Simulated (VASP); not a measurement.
# H2 in VASP: further runs, part 2 of 2

VASP 6.6.1.

**3. Single point, HSE06**

File POSCAR:

```
H
1.0
   10.0000000000      0.0000000000      0.0000000000
    0.0000000000     10.0000000000      0.0000000000
    0.0000000000      0.0000000000     10.0000000000
H
2
Direct
    0.5000000000      0.5000000000      0.4700000000
    0.5000000000      0.5000000000      0.5300000000
```

File INCAR.step1:

```
  PREC = Accurate
  ENCUT = 450
  EDIFF = 1E-5
  ISMEAR = 0
  SIGMA = 0.02
  LREAL = F
  LASPH = T
  NELM = 60
  ALGO = Normal
  ISIF = 2
  LWAVE = T
  LCHARG = F
  NBANDS = 8
  GGA = PE
```

File INCAR.step2:

```
  PREC = Accurate
  ENCUT = 450
  EDIFF = 1E-6
  ISMEAR = 0
  SIGMA = 0.02
  LREAL = F
  LASPH = T
  NELM = 60
  ALGO = Normal
  ISIF = 2
  LWAVE = F
  LCHARG = F
  GGA = PE
  LHFCALC = T
  HFSCREEN = 0.2
  PRECFOCK = Normal
  NBANDS = 8
  ISTART = 1
```

File KPOINTS:

```
regular mesh
0
Gamma
  1 1 1
```

Potentials or basis: VASP PAW PBE potentials, release 64 (H).

The run is started by

```console
$ cat potpaw_PBE.64/H/POTCAR > POTCAR
$ cp INCAR.step1 INCAR
$ mpirun -np 1 vasp_std > vasp.out
$ cp INCAR.step2 INCAR
$ mpirun -np 1 vasp_std > vasp.out
```

OUTCAR:

```text
PREC = Accurate
   ENCUT = 450
   EDIFF = 1E-6
   ISMEAR = 0
   LREAL = F
   LASPH = T
   NELM = 60
   ISIF = 2
   GGA = PE
   LHFCALC = T
   HFSCREEN = 0.2
   PRECFOCK = Normal
   ISTART = 1

 ion  position               nearest neighbor table
   1  0.500  0.500  0.470-   2 0.60
   2  0.500  0.500  0.530-   1 0.60

  LATTYP: Found a simple cubic cell.
 ALAT       =    10.0000000000

  Lattice vectors:

 A1 = (  10.0000000000,   0.0000000000,   0.0000000000)
 A2 = (   0.0000000000,  10.0000000000,   0.0000000000)
 A3 = (   0.0000000000,   0.0000000000,  10.0000000000)

Analysis of symmetry for initial positions (statically):
=====================================================================
 Subroutine PRICEL returns:
 Original cell was already a primitive cell.

 Routine SETGRP: Setting up the symmetry group for a
 simple cubic supercell.

 Subroutine GETGRP returns: Found 16 space group operations
 (whereof 16 operations were pure point group operations)
 out of a pool of 48 trial point group operations.

The static configuration has the point symmetry D_4h.

Analysis of symmetry for dynamics (positions and initial velocities):
=====================================================================
 Subroutine PRICEL returns:
 Original cell was already a primitive cell.

 Routine SETGRP: Setting up the symmetry group for a
 simple cubic supercell.

 Subroutine GETGRP returns: Found 16 space group operations
 (whereof 16 operations were pure point group operations)
 out of a pool of 48 trial point group operations.

The dynamic configuration has the point symmetry D_4h.

 Subroutine INISYM returns: Found 16 space group operations
 (whereof 16 operations are pure point group operations),
 and found     1 'primitive' translations

----------------------------------------------------------------------------------------

                                     Primitive cell

  volume of cell :    1000.0000

  direct lattice vectors                    reciprocal lattice vectors
    10.000000000  0.000000000  0.000000000     0.100000000  0.000000000  0.000000000
     0.000000000 10.000000000  0.000000000     0.000000000  0.100000000  0.000000000
     0.000000000  0.000000000 10.000000000     0.000000000  0.000000000  0.100000000

  length of vectors
    10.000000000 10.000000000 10.000000000     0.100000000  0.100000000  0.100000000

  position of ions in fractional coordinates (direct lattice)
     0.500000000  0.500000000  0.470000000
     0.500000000  0.500000000  0.530000000

  ion indices of the primitive-cell ions
   primitive index   ion index
                 1           1
                 2           2

----------------------------------------------------------------------------------------

 KPOINTS: regular mesh

Automatic generation of k-mesh.
 Grid dimensions read from file:
 generate k-points for:    1    1    1

 Generating k-lattice:

  Cartesian coordinates                     Fractional coordinates (reciprocal lattice)
     0.100000000  0.000000000  0.000000000     1.000000000  0.000000000  0.000000000
     0.000000000  0.100000000  0.000000000     0.000000000  1.000000000  0.000000000
     0.000000000  0.000000000  0.100000000     0.000000000  0.000000000  1.000000000

  Length of vectors
     0.100000000  0.100000000  0.100000000

  Shift w.r.t. Gamma in fractional coordinates (k-lattice)
     0.000000000  0.000000000  0.000000000

 Subroutine IBZKPT returns following result:
 ===========================================

 Found      1 irreducible k-points:

 Following reciprocal coordinates:
            Coordinates               Weight
  0.000000  0.000000  0.000000      1.000000
   k-points           NKPTS =      1   k-points in BZ     NKDIM =      1   number of bands    NBANDS=      8
   number of dos      NEDOS =    301   number of ions     NIONS =      2
   total plane-waves  NPLWV = 343000
   dimension x,y,z NGX =    70 NGY =   70 NGZ =   70
   dimension x,y,z NGXF=   140 NGYF=  140 NGZF=  140
   ions per type =               2
   NGX,Y,Z   is equivalent  to a cutoff of  11.64, 11.64, 11.64 a.u.
   NGXF,Y,Z  is equivalent  to a cutoff of  23.27, 23.27, 23.27 a.u.
 SYSTEM =  unknown system
   PREC   = accura    normal or accurate (medium, high low for compatibility)
   ISTART =      1    job   : 0-new  1-cont  2-samecut
   ICHARG =      0    charge: 1-file 2-atom 10-const
   ISPIN  =      1    spin polarized calculation?
   LNONCOLLINEAR =      F non collinear calculations
   LSORBIT =      F    spin-orbit coupling
   LASPH  =      T    aspherical Exc in radial PAW
   ENCUT  =  450.0 eV  33.07 Ry    5.75 a.u.  17.30 17.30 17.30*2*pi/ulx,y,z
   NELM   =     60;   NELMIN=  2; NELMDL=  0     # of ELM steps
   EDIFF  = 0.1E-05   stopping-criterion for ELM
   LREAL  =      F    real-space projection
   EDIFFG = 0.1E-04   stopping-criterion for IOM
   NSW    =      0    number of steps for IOM
   IBRION =     -1    ionic relax: 0-MD 1-quasi-New 2-CG
   NFREE  =      0    steps in history (QN), initial steepest desc. (CG)
   ISIF   =      2    stress and relaxation
   ISYM   =      3    0-nonsym 1-usesym 2-fastsym
   POTIM  = 0.5000    time-step for ionic-motion
   TEBEG  =    0.0;   TEEND  =   0.0 temperature during run
   PSTRESS=    0.0 pullay stress
   NELECT =       2.0000    total number of electrons
   NUPDOWN=      -1.0000    fix difference up-down
   EMIN   =  10.00;   EMAX   =-10.00  energy-range for DOS
   EFERMI =   0.00;   METHOD = LEGACY
   ISMEAR =     0;   SIGMA  =   0.02  broadening in eV -4-tet -1-fermi 0-gaus
   EFERMI_NEDOS =   21; number of points for ismear=-14 and -15
   IALGO  =     38    algorithm
   IMIX   =      1    mixing-type and parameters
     AMIX     =   0.40;   BMIX     =  1.00
     AMIX_MAG =   1.60;   BMIX_MAG =  1.00
  volume/ion in A,a.u.               =     500.00      3374.17
  Fermi-wavevector in a.u.,A,eV,Ry     =   0.206261  0.389778  0.578844  0.042544
  Thomas-Fermi vector in A             =   0.968418
   LORBIT       =      0    0 simple, 1 ext, 2 COOP (PROOUT), +10 PAW based schemes
   GGA     = PE    functional components
   LHFCALC =     T    Hartree Fock is set to
   PRECFOCK=normal    Normal, Fast or Accurate (Low or Medium for compatibility)
   ENCUT4O =  -1.0   cutoff for four orbital integrals eV
   NKREDX  =     1    reduce k-point grid by
   NKREDY  =     1    reduce k-point grid by
   NKREDZ  =     1    reduce k-point grid by
   AEXX    =    0.2500 exact exchange contribution
   HFSCREEN=    0.2000 screening length (either q_TF or 0.3 A-1)
   HFSCREENC=   0.2000 screening length for correlation (either q_TF or 0.3 A-1)
   ENCUTFOCK=  -1.0 apply spherical cutoff to Coloumb kernel
   IVDW    =     0    specifies the selected vdW correction
   LEPSILON=     F    determine dielectric tensor
   LRPA    =     F    only Hartree local field effects (RPA)
 non-spin polarized calculation
 Gauss-broadening in eV      SIGMA  =   0.02
  energy-cutoff  :      450.00
  volume of cell :     1000.00
 maximum number of plane-waves:     21823
 NGX is ok and might be reduce to    70
  NGX = 54; NGY = 54; NGZ = 54

 number of electron       2.0000006 magnetization

 Free energy of the ion-electron system (eV)
  ---------------------------------------------------
  ext. energy  EPLUGINS =         0.00000000
  ---------------------------------------------------
  free energy    TOTEN  =        -7.29626473 eV

  energy without entropy =       -7.29626473  energy(sigma->0) =       -7.29626473

 E-fermi : -12.3378     XC(G=0):  -0.3672

 val. band max:      -12.4640093786   @ k =   0.0000   0.0000   0.0000
 cond. band min:      -0.1767276104   @ k =   0.0000   0.0000   0.0000
 fundamental gap:     12.2872817682
 Fermi energy:       -12.3377775296

 k-point     1 :       0.0000    0.0000    0.0000
  band No.  band energies     occupation
      1     -12.4640      2.00000
      2      -0.1767      0.00000
      3       0.8918      0.00000
      4       1.0760      0.00000
      5       1.0760      0.00000
      6       1.3280      0.00000
      7       1.3529      0.00000
      8       1.3696      0.00000

------------------------ aborting loop because EDIFF is reached ----------------------------------------

  FORCE on cell =-STRESS in cart. coord.  units (eV):
  Direction    XX          YY          ZZ          XY          YZ          ZX
  --------------------------------------------------------------------------------------
  -------------------------------------------------------------------------------------
  Total       -0.0753750     -0.0753750      5.1965358      0.0000000     -0.0000000      0.0000000
  in kB       -0.1207641     -0.1207641      8.3257719      0.0000000     -0.0000000      0.0000000
  external PRESSURE =       2.6947479 kB  Pullay stress =       0.0000000 kB

 VOLUME and BASIS-vectors are now :
 -----------------------------------------------------------------------------
  energy-cutoff  :      450.00
  volume of cell :     1000.00
      direct lattice vectors                 reciprocal lattice vectors
    10.000000000  0.000000000  0.000000000     0.100000000  0.000000000  0.000000000
     0.000000000 10.000000000  0.000000000     0.000000000  0.100000000  0.000000000
     0.000000000  0.000000000 10.000000000     0.000000000  0.000000000  0.100000000

 POSITION                                       TOTAL-FORCE (eV/Angst)
 -----------------------------------------------------------------------------------
      5.00000      5.00000      4.70000         0.000000      0.000000     -8.764503
      5.00000      5.00000      5.30000         0.000000      0.000000      8.764503
 -----------------------------------------------------------------------------------
    total drift:                                0.000000      0.000000     -0.000000

  FREE ENERGIE OF THE ION-ELECTRON SYSTEM (eV)
  ---------------------------------------------------
  free  energy   TOTEN  =        -7.2962647330 eV

  energy  without entropy=       -7.2962647330  energy(sigma->0) =       -7.29626473
```

OUTCAR.step1:

```text
PREC = Accurate
   ENCUT = 450
   EDIFF = 1E-5
   ISMEAR = 0
   LREAL = F
   LASPH = T
[... 207 lines left out ...]
 -----------------------------------------------------------------------------------
      5.00000      5.00000      4.70000        -0.000000      0.000000     -8.892522
      5.00000      5.00000      5.30000         0.000000      0.000000      8.892522
 -----------------------------------------------------------------------------------
    total drift:                                0.000000      0.000000      0.000000

  FREE ENERGIE OF THE ION-ELECTRON SYSTEM (eV)
  ---------------------------------------------------
  free  energy   TOTEN  =        -6.2127961358 eV

  energy  without entropy=       -6.2127961358  energy(sigma->0) =       -6.21279614
```

It took 96 s on 1 thread of Intel Xeon Platinum 8375C at 2.90GHz (Ice Lake), shared host; peak memory 0.74 GiB.

What came out:

| Quantity | Value |
| --- | --- |
| Free energy | -7.2963 eV |
| Largest force | 8.765 eV/Å |
| Gap between the frontier levels | 12.29 eV |

Forces on the atoms (eV/Å):
```
H    0.000  0.000 -8.765
H    0.000  0.000  8.765
```

Caveat: the PAW data sets were made with another functional, which shifts forces and pressure a little.
